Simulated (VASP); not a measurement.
# Fe (Im-3m) in VASP: a series of runs, part 2 of 2

VASP 6.6.1. Earlier steps stand in the parts before.

## 3. Electrostatic potential, PBE+D3(BJ), collinear spin, ferromagnetic start

This run uses another cell than the first one, of 11.00 Å³/atom, 1.013 times its volume.

Contents of INCAR:

```
SYSTEM = Fe
ALGO     = Fast           ! electronic algorithm
EDIFF    = 1E-7           ! SCF threshold, eV
ENCUT    = 520            ! plane-wave cutoff, eV
GGA      = PE             ! functional
ISIF     = 2              ! what is computed and relaxed
ISMEAR   = 1              ! smearing method
ISPIN    = 2              ! spin polarisation
IVDW     = 12             ! dispersion correction
LASPH    = .True.         ! aspherical terms in the spheres
LCHARG   = .True.         ! write CHGCAR
LMAXMIX  = 4              ! l up to which the mixer works
LORBIT   = 11             ! projections on sites
LREAL    = .False.        ! projectors in reciprocal space
LVHAR    = .True.       
LWAVE    = .False.        ! write WAVECAR
MAGMOM   = 2.5            ! initial moments
NELM     = 150            ! most SCF steps
PREC     = Accurate       ! precision mode
SIGMA    = 0.1            ! smearing width, eV
```

Contents of KPOINTS:

```
k-points
0
Gamma
  20 20 20
  0 0 0
```

Contents of POSCAR:

```
Fe                                      
1.0
   -1.4010945713      1.4010945713      1.4010945713
    1.4010945713     -1.4010945713      1.4010945713
    1.4010945713      1.4010945713     -1.4010945713
  Fe            
     1
Direct
     0.0000000000000000    0.0000000000000000    0.0000000000000000
```

Potentials or basis: VASP PAW PBE potentials, release 64 (Fe).

Started as:

```console
> cat potpaw_PBE.64/Fe/POTCAR > POTCAR
> mpirun -np 1 vasp_std > vasp.out
```

OUTCAR:

```text
SYSTEM = Fe
   EDIFF = 1E-7
   ENCUT = 520
   GGA = PE
   ISIF = 2
   ISMEAR = 1
   ISPIN = 2
   IVDW = 12
   LASPH = .True.
   LORBIT = 11
   LREAL = .False.
   NELM = 150
   PREC = Accurate
 IVDW          = 12

 ion  position               nearest neighbor table
   1  0.000  0.000  0.000-

  LATTYP: Found a body centered cubic cell.
 ALAT       =     2.8021891426

  Lattice vectors:

 A1 = (  -1.4010945713,   1.4010945713,   1.4010945713)
 A2 = (   1.4010945713,  -1.4010945713,   1.4010945713)
 A3 = (   1.4010945713,   1.4010945713,  -1.4010945713)

Analysis of symmetry for initial positions (statically):
=====================================================================
 Subroutine PRICEL returns:
 Original cell was already a primitive cell.

 Routine SETGRP: Setting up the symmetry group for a
 body centered cubic supercell.

 Subroutine GETGRP returns: Found 48 space group operations
 (whereof 48 operations were pure point group operations)
 out of a pool of 48 trial point group operations.

The static configuration has the point symmetry O_h .

Analysis of symmetry for dynamics (positions and initial velocities):
=====================================================================
 Subroutine PRICEL returns:
 Original cell was already a primitive cell.

 Routine SETGRP: Setting up the symmetry group for a
 body centered cubic supercell.

 Subroutine GETGRP returns: Found 48 space group operations
 (whereof 48 operations were pure point group operations)
 out of a pool of 48 trial point group operations.

The dynamic configuration has the point symmetry O_h .

Analysis of structural, dynamic, and magnetic symmetry:
=====================================================================
 Subroutine PRICEL returns:
 Original cell was already a primitive cell.

 Routine SETGRP: Setting up the symmetry group for a
 body centered cubic supercell.

 Subroutine GETGRP returns: Found 48 space group operations
 (whereof 48 operations were pure point group operations)
 out of a pool of 48 trial point group operations.

The overall configuration has the point symmetry O_h .

 Subroutine INISYM returns: Found 48 space group operations
 (whereof 48 operations are pure point group operations),
 and found     1 'primitive' translations

----------------------------------------------------------------------------------------

                                     Primitive cell

  volume of cell :      11.0018

  direct lattice vectors                    reciprocal lattice vectors
    -1.401094571  1.401094571  1.401094571     0.000000000  0.356863848  0.356863848
     1.401094571 -1.401094571  1.401094571     0.356863848  0.000000000  0.356863848
     1.401094571  1.401094571 -1.401094571     0.356863848  0.356863848  0.000000000

  length of vectors
     2.426766984  2.426766984  2.426766984     0.504681694  0.504681694  0.504681694

  position of ions in fractional coordinates (direct lattice)
     0.000000000  0.000000000  0.000000000

  ion indices of the primitive-cell ions
   primitive index   ion index
                 1           1

----------------------------------------------------------------------------------------

 KPOINTS: k-points

Automatic generation of k-mesh.
 Grid dimensions read from file:
[... 68 lines left out ...]
   NSW    =      0    number of steps for IOM
   IBRION =     -1    ionic relax: 0-MD 1-quasi-New 2-CG
   NFREE  =      0    steps in history (QN), initial steepest desc. (CG)
   ISIF   =      2    stress and relaxation
   ISYM   =      2    0-nonsym 1-usesym 2-fastsym
   POTIM  = 0.5000    time-step for ionic-motion
   TEBEG  =    0.0;   TEEND  =   0.0 temperature during run
   PSTRESS=    0.0 pullay stress
   NELECT =       8.0000    total number of electrons
   NUPDOWN=      -1.0000    fix difference up-down
   EMIN   =  10.00;   EMAX   =-10.00  energy-range for DOS
   EFERMI =   0.00;   METHOD = LEGACY
   ISMEAR =     1;   SIGMA  =   0.10  broadening in eV -4-tet -1-fermi 0-gaus
   EFERMI_NEDOS =   21; number of points for ismear=-14 and -15
   IALGO  =     68    algorithm
   IMIX   =      4    mixing-type and parameters
     AMIX     =   0.40;   BMIX     =  1.00
     AMIX_MAG =   1.60;   BMIX_MAG =  1.00
  volume/ion in A,a.u.               =      11.00        74.24
  Fermi-wavevector in a.u.,A,eV,Ry     =   1.472145  2.781951 29.486711  2.167212
  Thomas-Fermi vector in A             =   2.587196
   LORBIT       =     11    0 simple, 1 ext, 2 COOP (PROOUT), +10 PAW based schemes
   GGA     = PE    functional components
   LHFCALC =     F    Hartree Fock is set to
   AEXX    =    0.0000 exact exchange contribution
   IVDW    =    12    specifies the selected vdW correction
   LEPSILON=     F    determine dielectric tensor
   LRPA    =     F    only Hartree local field effects (RPA)
 spin polarized calculation
 RMM-DIIS sequential band-by-band and
 Methfessel and Paxton  Order N= 1 SIGMA  =   0.10
  energy-cutoff  :      520.00
  volume of cell :       11.00
 maximum number of plane-waves:       321
   NGX =  9   NGY =  9   NGZ =  9

 number of electron       8.0000006 magnetization       2.1050385

 Free energy of the ion-electron system (eV)
  ---------------------------------------------------
  ext. energy  EPLUGINS =         0.00000000
  ---------------------------------------------------
  free energy    TOTEN  =        -8.23652632 eV

  energy without entropy =       -8.23686253  energy(sigma->0) =       -8.23663839

 E-fermi :   6.1582     XC(G=0): -13.3027

 val. band max:        6.1569929905   @ k =  -0.4000   0.4500   0.0500
 cond. band min:       6.1644242598   @ k =   0.1500   0.0000   0.0000
 fundamental gap:      0.0074312693
 Fermi energy:         6.1581827471

 spin component 1

 k-point     1 :       0.0000    0.0000    0.0000
  band No.  band energies     occupation
      1      -2.4630      1.00000
      2       3.8098      1.00000
      3       3.8098      1.00000
      4       3.8098      1.00000
      5       5.0663      1.00000
      6       5.0663      1.00000
      7      31.4963      0.00000
      8      31.4963      0.00000
      9      31.4963      0.00000
[... 265 lines left out ...]
 k-point    24 :       0.2500    0.1000    0.0000
  band No.  band energies     occupation
      1       0.7473      1.00000
      2       3.0536      1.00000
      3       3.5275      1.00000
      4       4.8955      1.00000
      5       5.2792      1.00000
      6       5.9204      1.00197
      7      20.1910      0.00000
      8      24.6955      0.00000
      9      28.3326      0.00000

 [... further k-points ...]

 spin component 2

 k-point     1 :       0.0000    0.0000    0.0000
  band No.  band energies     occupation
      1      -2.2923      1.00000
      2       5.6161      1.00000
      3       5.6162      1.00000
      4       5.6163      1.00000
      5       7.7668     -0.00000
      6       7.7670     -0.00000
      7      31.2631      0.00000
      8      31.2631      0.00000
      9      31.2631      0.00000
[... 265 lines left out ...]
 k-point    24 :       0.2500    0.1000    0.0000
  band No.  band energies     occupation
      1       1.1837      1.00000
      2       4.7215      1.00000
      3       5.0597      1.00000
      4       7.3399     -0.00000
      5       7.7669     -0.00000
      6       8.0374     -0.00000
      7      20.9261      0.00000
      8      25.0858      0.00000
      9      28.8909      0.00000

 [... further k-points ...]

------------------------ aborting loop because EDIFF is reached ----------------------------------------

 Edisp (eV)   -0.36958

 E8    (eV) :    -0.1652

  FORCE on cell =-STRESS in cart. coord.  units (eV):
  Direction    XX          YY          ZZ          XY          YZ          ZX
  --------------------------------------------------------------------------------------
  -------------------------------------------------------------------------------------
  Total       0.00366     0.00366     0.00366     0.00000     0.00000     0.00000
  in kB       0.53316     0.53316     0.53316     0.00000     0.00000     0.00000
  external pressure =        0.53 kB  Pullay stress =        0.00 kB

 VOLUME and BASIS-vectors are now :
 -----------------------------------------------------------------------------
  energy-cutoff  :      520.00
  volume of cell :       11.00
      direct lattice vectors                 reciprocal lattice vectors
    -1.401094571  1.401094571  1.401094571     0.000000000  0.356863848  0.356863848
     1.401094571 -1.401094571  1.401094571     0.356863848  0.000000000  0.356863848
     1.401094571  1.401094571 -1.401094571     0.356863848  0.356863848  0.000000000

 POSITION                                       TOTAL-FORCE (eV/Angst)
 -----------------------------------------------------------------------------------
      0.00000      0.00000      0.00000        -0.000000      0.000000      0.000000
 -----------------------------------------------------------------------------------
    total drift:                                0.000000      0.000000      0.000000

  FREE ENERGIE OF THE ION-ELECTRON SYSTEM (eV)
  ---------------------------------------------------
  free  energy   TOTEN  =        -8.6061102660 eV

  energy  without entropy=       -8.6064464733  energy(sigma->0) =       -8.60622234

 total charge

# of ion       s       p       d       tot
------------------------------------------
    1        0.502   0.572   6.263   7.336

 magnetization (x)

# of ion       s       p       d       tot
------------------------------------------
    1       -0.012  -0.056   2.164   2.097
```

It took 22 s on 1 thread of Intel Xeon 6975P-C (Granite Rapids), shared host; peak memory 0.17 GiB.

Results:

```yaml
Free_energy: -8.6061 eV
Pressure: 0.1 GPa
Band_gap_on_the_k_mesh: none (metal or under the smearing width)
Net_moment: 2.11 μB per cell
Site_moments: Fe +2.10 μB
Valence_electrons_inside_the_program's_atomic_spheres: Fe 7.34
Dispersion_energy_per_atom: -0.370 eV
```

Levels at points of the mesh, in eV from the Fermi level:
Spin up:
| k point | band 2 | band 3 | band 4 | band 5 | band 6 | band 7 | band 8 | band 9 |
| --- | --- | --- | --- | --- | --- | --- | --- | --- |
| (0.00, 0.00, 0.00) | -2.35 | -2.35 | -2.35 | -1.09 | -1.09 | 25.34 | 25.34 | 25.34 |
| (0.50, 0.00, 0.00) | -3.49 | -1.01 | -0.89 | 0.48 | 0.51 | 7.66 | 18.64 | 20.75 |
| (0.50, 0.50, 0.50) | -5.04 | 0.19 | 0.19 | 0.19 | 10.17 | 10.17 | 10.17 | 15.98 |
Spin down:
| k point | band 1 | band 2 | band 3 | band 4 | band 5 | band 6 |
| --- | --- | --- | --- | --- | --- | --- |
| (0.00, 0.00, 0.00) | -8.45 | -0.54 | -0.54 | -0.54 | 1.61 | 1.61 |
| (0.50, 0.00, 0.00) | -3.86 | -1.87 | 0.63 | 1.46 | 1.88 | 2.58 |
| (0.50, 0.50, 0.50) | -3.26 | -3.26 | 2.26 | 2.26 | 2.26 | 10.44 |

Caveat: pairwise dispersion overbinds metals, which lowers pressure and volume.
